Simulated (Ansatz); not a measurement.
Runs of Ansatz 0.2.0 on Sn. It takes space group I4_1/amd (No. 141, tetragonal). The conventional cell has a = 5.880 Å, b = 5.880 Å, c = 3.199 Å, α = 90.00°, β = 90.00°, γ = 90.00°. Sn (site symmetry -4m2) is surrounded by 6 Sn at 3.05 to 3.20 Å. 

```tsv
task	level	potentials or basis	cell	k mesh	cutoff (eV)	smearing	points for each segment of the path	gap on the mesh (eV)	pressure (GPa)	largest force (eV/Å)
single point	BLYP	PseudoDojo standard (PBE files)	as given	9 × 9 × 9	980	cold 0.05 eV	-	none	(a)	-
single point	PBE	Ansatz PAW	atoms moved at random, drawn with an rms of 0.05 Å	9 × 9 × 9	420	fermi-dirac 0.05 eV	-	none	1.5	0.19
single point	PBE	Ansatz PAW	as given	9 × 9 × 9	420	fermi-dirac 0.05 eV	-	none	1.4	-
band structure	BLYP	Ansatz PAW	cell strained at random at fixed volume	7 × 7 × 5	420	fermi-dirac 0.01 eV	14	none	5.8	0.07
```

Alike in all rows: no spin polarisation.

Q: Fill in the values left out.

A: (a) 5.9.

Caveats: the potentials were made for another functional, which shifts forces and pressure (some runs); spin-orbit coupling is left out, which moves the levels of the heavy elements (some runs); the PAW data sets come from PBE, with cores solved anew for the run's functional, which leaves a small shift of forces and pressure (some runs).

A k mesh can miss the band edges, and the runs leave out spin-orbit coupling on Sn.

A gap of «none» marks a metal or a gap under the smearing width.
